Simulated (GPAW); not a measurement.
# NbAs (I4_1md) in GPAW: further runs

Aim: see how the results for NbAs move with the level of theory and the settings. Levels: r2SCAN, LDA. Tasks: equation of state.

All numbers are computed with GPAW 26.7.0; they aren't measurements. Logs are shortened: lines on timing, memory, paths and dates and some standing lists are left out, and cuts for length are marked. The log counts tension as positive stress, the text compression.

## 1. Starting point

The structure is tetragonal, space group I4_1md (No. 109). Conventional cell: a = 3.452 Å, b = 3.452 Å, c = 11.680 Å, α = 90.00°, β = 90.00°, γ = 90.00°. Nb (site symmetry 2mm) is surrounded by 6 As at 2.60 to 2.63 Å. As (site symmetry 2mm) is surrounded by 6 Nb at 2.60 to 2.63 Å.

## 2. Equation of state, r2SCAN

Contents of run.py:

```python
from ase import Atoms
from ase.eos import EquationOfState
from ase.io import Trajectory
from ase.units import GPa
from ase.parallel import parprint
from gpaw import GPAW, PW

atoms = Atoms(['Nb', 'Nb', 'As', 'As'],
              cell=[[-1.72585, 1.72585, 5.84],
                    [1.72585, -1.72585, 5.84],
                    [1.72585, 1.72585, -5.84]],
              scaled_positions=[[0.5, 0.0, 0.5],
                                [0.75, 0.75, 0.0],
                                [0.916, 0.416, 0.5],
                                [0.166, 0.166, 0.0]],
              pbc=True)

traj = Trajectory('eos.traj', 'w')
volumes, energies = [], []
for x in [0.94, 0.96, 0.98, 1.0, 1.02, 1.04, 1.06]:
    a = atoms.copy()
    a.set_cell(atoms.cell * x**(1 / 3), scale_atoms=True)
    calc = GPAW(mode=PW(600),
                xc='MGGA_X_R2SCAN+MGGA_C_R2SCAN',
                kpts={'size': (7, 7, 7), 'gamma': True},
                occupations={'name': 'fermi-dirac', 'width': 0.05},
                nbands=34,
                convergence={'density': 1e-05, 'energy': 1e-05},
                maxiter=150,
                txt=f'eos-{x:.2f}.txt')
    a.calc = calc
    energies.append(a.get_potential_energy(force_consistent=True))
    volumes.append(a.get_volume())
    p = -a.get_stress()[:3].mean() / GPa
    calc.write(f'eos-{x:.2f}.gpw')
    traj.write(a)
    parprint(f'{x:.2f} {volumes[-1]:10.4f} A^3 {energies[-1]:14.6f} eV {p:9.3f} GPa', flush=True)

v0, e0, B = EquationOfState(volumes, energies, eos='birchmurnaghan').fit()
parprint(f'V0 = {v0:.4f} A^3, E0 = {e0:.6f} eV, B0 = {B / GPa:.2f} GPa')
```

Potentials or basis: GPAW PAW data sets (gpaw-data 1.2.1), pw.

Started as:

```console
$ OMP_NUM_THREADS=1 mpirun -n 4 gpaw python run.py
```

Output:

```text
__  _  _
 | _ |_)|_||  |
 |__||  | ||/\| - 26.7.0

Input parameters:
  mode=PW(ecut=600.0),
  convergence={'density': 1e-05, 'energy': 1e-05},
  kpts=MonkhorstPack(size=(7, 7, 7), gamma=True),
  maxiter=150,
  nbands=34,
  occupations=Occupations(name='fermi-dirac', width=0.05),
  xc=XC(name='MGGA_X_R2SCAN+MGGA_C_R2SCAN')

Diagonalizing LCAO Hamiltonian
Converting LCAO to pw mode

       Nb

        As

       As

        Nb

Atoms  # Å, Bohr magnetons
|   | symbol |         x |         y |        z |    initial magnetic moments |
|---|--------|-----------|-----------|----------|-----------------------------|
| 0 |     Nb |  0.000000 |  1.690619 | 0.000000 | ( 0.0000,  0.0000,  0.0000) |
| 1 |     Nb |  0.000000 | -0.000000 | 8.581174 | ( 0.0000,  0.0000,  0.0000) |
| 2 |     As | -0.000000 |  1.690619 | 4.759691 | ( 0.0000,  0.0000,  0.0000) |
| 3 |     As | -0.000000 |  0.000000 | 1.899300 | ( 0.0000,  0.0000,  0.0000) |

Unit cell  # Å
| periodic |         x |         y |         z |  lengths |     angles |
|----------|-----------|-----------|-----------|----------|------------|
|      yes | -1.690619 |  1.690619 |  5.720783 | 6.200302 | 148.353918 |
|      yes |  1.690619 | -1.690619 |  5.720783 | 6.200302 | 148.353918 |
|      yes |  1.690619 |  1.690619 | -5.720783 | 6.200302 |  45.363182 |

Number of symmetries: 4
Symmetry operations  # r_c * U_cc + t_c -> r_c
|   | kind |            matrix            |
|---|------|------------------------------|
| 0 |  σ   |  1, 1, 1,  0, 0,-1,  0,-1, 0 |
| 1 |  E   |  1, 0, 0,  0, 1, 0,  0, 0, 1 |
| 2 |  C2  |  0, 1, 0,  1, 0, 0, -1,-1,-1 |
| 3 |  σ   |  0, 0,-1,  1, 1, 1, -1, 0, 0 |

BZ-sampling:
  Number of BZ points: 343
  Number of IBZ points: 64

  Monkhorst-Pack size: [7, 7, 7]
  Monkhorst-Pack shift: [0, 0, 0]

K-points  # in reciprocal-cell coordinates
|     |                                coordinates |     weight |
|-----|--------------------------------------------|------------|
|   0 | (  0.00000000,   0.00000000,   0.00000000) | 0.00291545 |
|   1 | (  0.14285714,  -0.14285714,  -0.14285714) | 0.00583090 |
|   2 | (  0.14285714,  -0.14285714,   0.00000000) | 0.01166181 |
|   3 | (  0.14285714,  -0.14285714,   0.14285714) | 0.00583090 |
|   4 | (  0.14285714,   0.00000000,  -0.14285714) | 0.01166181 |
|   5 | (  0.14285714,   0.00000000,   0.00000000) | 0.01166181 |
|   6 | (  0.14285714,   0.14285714,  -0.14285714) | 0.00583090 |
|   7 | (  0.28571429,  -0.28571429,  -0.28571429) | 0.00583090 |
|   8 | (  0.28571429,  -0.28571429,  -0.14285714) | 0.01166181 |
|   9 | (  0.28571429,  -0.28571429,   0.00000000) | 0.01166181 |
| ... |                                            |            |
|  63 | (  0.42857143,   0.42857143,   0.42857143) | 0.02332362 |

Plane wave coefficients: 2219
Cutoff: 600.0 eV

Spin-components: 1 (collinear spins)
Bands:           34
Projectors:      22
Spin-degeneracy: 2
Datatype:        complex128

Parallelization:
  kpt:    4
  domain: 1
  band:   1

Density:
  Valence electrons: 36.0
  Components: 1
  Grid points: [36 36 36]
  Charge: 0.0  # |e|

Potential:
  Grid points: [36 36 36]

species:
  Nb:
    name:    Niobium
    Z:       41.0
    valence: 13
    core:    28
    charge:  0.0  # [|e|]
    compensation charges:
      type: gauss
      rc: 0.40  # [Å]
      lmax: 2
    cutoffs:
      filter: 2.35  # [Å]
      core: 1.51  # [Å]
    projectors
    | kind |    occ | energy [eV] | rcut [Å] |
    |------|--------|-------------|----------|
    |   4s |  2.000 |     -58.361 |    1.323 |
    |   5s |  1.000 |      -3.980 |    1.323 |
    |   4p |  6.000 |     -34.526 |    1.323 |
    |   5p |  0.000 |      -1.111 |    1.323 |
    |   4d |  4.000 |      -3.041 |    1.244 |
    |    d |        |      24.171 |    1.244 |

    Using partial waves for Nb as LCAO basis

  As:
    name:    Arsenic
    Z:       33.0
    valence: 5
    core:    28
    charge:  0.0  # [|e|]
    compensation charges:
      type: gauss
      rc: 0.33  # [Å]
      lmax: 2
    cutoffs:
      filter: 1.87  # [Å]
      core: 2.96  # [Å]
    projectors
    | kind |    occ | energy [eV] | rcut [Å] |
    |------|--------|-------------|----------|
    |   4s |  2.000 |     -14.487 |    1.058 |
    |   4p |  3.000 |      -5.196 |    1.058 |
    |    s |        |      12.725 |    1.058 |
    |    p |        |      22.016 |    1.058 |
    |    d |        |       0.000 |    1.058 |

    Using partial waves for As as LCAO basis

Reference energy: -330818.242778  # eV

eigensolver:
  PPCG
  Converge bands: occupied
  niter=2

density mixing:
  MSR1-Mixer
  Pratt-step length: 0.05
  Maximum mixing coefficient: 0.75
  Old densities: 10
  SVD Regularization: 0.005
  Good broyden scale: 1.0
  Trust region scale: 1.0
  Backstep threshold: 4.0
  History deletion threshold: 6.0
  Fourier metric: weight=20.0, sigma=0.015

occupation numbers:
  Fermi-Dirac:
    width: 0.0500  # eV

poisson solver:
  ecut: 4800.0  # eV

xc functional:
  name: MGGA_X_R2SCAN+MGGA_C_R2SCAN with 2 nearest neighbor stencil

convergence criteria:
- Maximum integral of absolute [dens]ity change: 1e-05 electrons / valence electron
- Maximum [total energy] change in last 3 cyles: 1e-05 eV / valence electron
- Maximum integral of absolute [eigenst]ate change: 4e-08 eV^2 / valence electron
maximum number of iterations: 150

SCF iterations
|iter     | |      energy | eigst |  dens |
|---------|-|-------------|-------|-------|
|iter:   1| |  -83.557398 | +0.20 |       |
|iter:   2| |  -74.076200 | -1.57 | -0.99 |
|iter:   3| |  -72.982560 | -0.82 | -1.03 |
|iter:   4| |  -72.825731 | -2.01 | -1.45 |
|iter:   5| |  -72.843204 | -2.95 | -1.87 |
|iter:   6| |  -72.844581 | -3.96 | -2.45 |
|iter:   7| |  -72.844555 | -5.12 | -3.00 |
|iter:   8| |  -72.844410c| -6.12 | -3.14 |
|iter:   9| |  -72.844424c| -6.57 | -3.87 |
|iter:  10| |  -72.844424c| -7.65c| -4.28 |
|iter:  11| |  -72.844424c| -7.66c| -4.81 |
|iter:  12| |  -72.844424c| -8.25c| -5.21c|

Converged in 12 steps
Energy contributions relative to reference atoms: (reference = -330818.242778)

Energy contributions:
  Kinetic:          43.807864
  Coulomb:         -45.984364
  Zero:             -0.445510
  External:          0.000000
  Xc:              -70.218500
  Entropy:          -0.007830
  Spinorbit:         0.000000
  ----------------------------
  Free energy:     -72.848339
  Extrapolated:    -72.844424

dipole moment: (-21.839367, -1.672900, 26.313997)  # |e|*Ang

Fermi level: 11.511
Eigenvalues  # (at kpt = [0.000, 0.000, 0.000])
| band index |      eig [eV] | occ [0-2] |
|------------|---------------|-----------|
|          0 |       -45.377 |     2.000 |
|        ... |               |           |
|         10 |         4.660 |     2.000 |
|         11 |         8.321 |     2.000 |
|         12 |         8.973 |     2.000 |
|         13 |         8.973 |     2.000 |
|         14 |         9.210 |     2.000 |
|         15 |         9.609 |     2.000 |
[... 8 lines left out ...]
|         24 |        15.985 |     0.000 |
|         25 |        15.985 |     0.000 |
|        ... |               |           |
|         33 |        25.877 |     0.000 |

No gap
No difference between direct/indirect transitions

Stress tensor  # eV/Ang^3
|         x |         y |         z |
|-----------|-----------|-----------|
| -0.091635 |  0.000000 |  0.000000 |
|  0.000000 | -0.091635 |  0.000000 |
|  0.000000 |  0.000000 | -0.094224 |

# Writing to eos-0.94.gpw (mode='')
```

stdout:

```text
<dir> UserWarning: The angles between your unit-cell vectors are 148.4, 148.4 and 45.4 degrees.  Results may be wrong!  Please Niggli-reduce your unit-cell so that the angles are closer to 90 degrees:

  from ase.build import niggli_reduce
  niggli_reduce(atoms)

  warnings.warn(
<dir> UserWarning: The angles between your unit-cell vectors are 148.4, 148.4 and 45.4 degrees.  Results may be wrong!  Please Niggli-reduce your unit-cell so that the angles are closer to 90 degrees:

  from ase.build import niggli_reduce
  niggli_reduce(atoms)

  warnings.warn(
<dir> UserWarning: The angles between your unit-cell vectors are 148.4, 148.4 and 45.4 degrees.  Results may be wrong!  Please Niggli-reduce your unit-cell so that the angles are closer to 90 degrees:

  from ase.build import niggli_reduce
  niggli_reduce(atoms)

  warnings.warn(
<dir> UserWarning: The angles between your unit-cell vectors are 148.4, 148.4 and 45.4 degrees.  Results may be wrong!  Please Niggli-reduce your unit-cell so that the angles are closer to 90 degrees:

  from ase.build import niggli_reduce
  niggli_reduce(atoms)

  warnings.warn(
0.94    65.4044 A^3     -72.848339 eV    14.820 GPa
0.96    66.7960 A^3     -72.956376 eV    10.069 GPa
0.98    68.1875 A^3     -73.025240 eV     5.796 GPa
1.00    69.5791 A^3     -73.058938 eV     1.954 GPa
1.02    70.9707 A^3     -73.060945 eV    -1.501 GPa
1.04    72.3623 A^3     -73.034806 eV    -4.605 GPa
1.06    73.7539 A^3     -72.982779 eV    -7.396 GPa
V0 = 70.3665 A^3, E0 = -73.063791 eV, B0 = 173.10 GPa
```

It took 21 min on 4 MPI ranks of Arm Neoverse V2, shared host; peak memory 0.94 GiB.

What came out:

- Equilibrium volume: 17.59 Å³/atom (rough: see the caveat)
- Bulk modulus at fixed shape and positions: 173 GPa (rough)

Energy against volume, from the lowest point:
```tsv
volume (Å³/atom)	energy (meV/atom)
16.351	53.15
16.699	26.14
17.047	8.93
17.395	0.50
17.743	0.00
18.091	6.53
18.438	19.54
```

Caveat: the k mesh is coarse (spacing up to 0.37 Å⁻¹), so the values aren't converged; the points scatter about the fit; the cell was scaled at fixed shape and fractional positions, which overstates the stiffness of a crystal with free parameters, most of all of layers and chains; the PAW data sets were made with another functional, which shifts forces and pressure a little; the program warned that so skewed a cell can give wrong results.

## 3. Equation of state, LDA

Changes to run.py since step 2:

```diff
@@ -23,3 +23,3 @@
     calc = GPAW(mode=PW(600),
-                xc='MGGA_X_R2SCAN+MGGA_C_R2SCAN',
+                xc='LDA',
                 kpts={'size': (7, 7, 7), 'gamma': True},
```

Potentials or basis: the program's PAW data sets (release 1.2.1) made for this functional, pw.

Started as:

```console
$ OMP_NUM_THREADS=1 mpirun -n 4 gpaw python run.py
```

It took 5.9 min on 4 MPI ranks of Arm Neoverse V2, shared host; peak memory 0.51 GiB.

The run converged. Its results:

```
Equilibrium volume                        : 16.82 Å³/atom
Bulk modulus at fixed shape and positions : 188 GPa
Pressure derivative of the bulk modulus   : 4.5
```

Energy against volume, from the lowest point:
```
volume (Å³/atom)  energy (meV/atom)
          16.351               7.67
          16.699               0.00
          17.047               1.12
          17.395              10.10
          17.743              26.11
          18.091              48.39
          18.438              76.28
```

Caveat: the k mesh is coarse (spacing up to 0.37 Å⁻¹), so the values aren't converged; the cell was scaled at fixed shape and fractional positions, which overstates the stiffness of a crystal with free parameters, most of all of layers and chains; the program warned that so skewed a cell can give wrong results.
